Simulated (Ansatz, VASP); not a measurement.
Given: the input of a run of VASP 6.6.1 on CoSi.

File INCAR:

```
PREC     = Accurate       # precision mode
ENCUT    = 520            # plane-wave cutoff, eV
EDIFF    = 1E-6           # SCF threshold, eV
ISMEAR   = -1             # smearing method
SIGMA    = 0.05           # smearing width, eV
LREAL    = F              # projectors in reciprocal space
LASPH    = T              # aspherical terms in the spheres
NELM     = 150            # most SCF steps
ALGO     = Normal         # electronic algorithm
ISIF     = 2              # what is computed and relaxed
LWAVE    = F              # write WAVECAR
LCHARG   = T              # write CHGCAR
ISPIN    = 2              # spin polarisation
MAGMOM   = 2 0            # initial moments
LORBIT   = 11             # projections on sites
LMAXMIX  = 4              # l up to which the mixer works
GGA      = PE             # functional
LELF     = T              # ELF
LVHAR    = T            
NBANDS   = 18             # bands
```

File KPOINTS:

```
regular mesh
0
Gamma
  10 10 10
```

The input POSCAR:

```
CoSi
1.0
    2.7245561501      0.0000000000      0.0000000000
    0.0000000000      2.7245561501      0.0000000000
    0.0000000000      0.0000000000      2.7245561501
Co Si
1 1
Direct
    0.0000000000      0.0000000000      0.0000000000
    0.5000000000      0.5000000000      0.5000000000
```

Potentials or basis: VASP PAW PBE potentials, release 64 (Co, Si).

Run with:

```sh
$ cat potpaw_PBE.64/Co/POTCAR potpaw_PBE.64/Si/POTCAR > POTCAR
$ mpirun -np 1 vasp_std > vasp.out
```

**Question.** Translate it to Ansatz 0.2.0. Potentials there: all-electron LAPW, scalar-relativistic.

**Answer.** As run (the cutoff follows the program's own potentials):

Contents of input.yaml:

```yaml
crystal:
  lattice:
    - [2.7245561501, 0.0, 0.0]
    - [0.0, 2.7245561501, 0.0]
    - [0.0, 0.0, 2.7245561501]
  atoms:
    - { symbol: Co, position: [0.0, 0.0, 0.0], spin: 2.0 }
    - { symbol: Si, position: [0.5, 0.5, 0.5] }
kpoints:
  mp_grid: { grid: [10, 10, 10] }
scf:
  occupations: { method: fermi_dirac, width: 0.05 }
hamiltonian:
  xc: pbe
  pseudopotentials: { kind: all_electron, lapw: { basis_error: 0.0005 } }
magnetization:
  spin_polarized: true
output:
  forces: true
  stress: true
  eigenvalues: true
```

Potentials or basis: all-electron LAPW, scalar-relativistic.

The run is started by

```console
$ ansatz run input.yaml --threads 2 --pin off --max-ram 6144MiB --backend cpu --events-out ev --progress --plain --runs-dir out
```

Both were run:

|  | VASP | Ansatz | Ansatz less VASP |
| --- | --- | --- | --- |
| gap on the k mesh at the Fermi level (eV) | none | none | - |
| pressure (GPa) | 15.6 | 15.8 | +0.15 |
| net moment per atom (μB) | 0.25 | 0.26 | +0.008 |
| size of the moment on the site where the two differ most (μB) | 0.49 | 0.52 | +0.023 |

Site moments also hang on the region over which each program counts them. A gap of «none» marks a metal or a gap that the smearing closes. Ansatz ran all-electron here, so the differences hold the error of VASP's frozen core and of both bases.

Caveats: so large a pressure means that the cell lies far from this level's equilibrium, or that cutoff or potentials fall short (VASP).
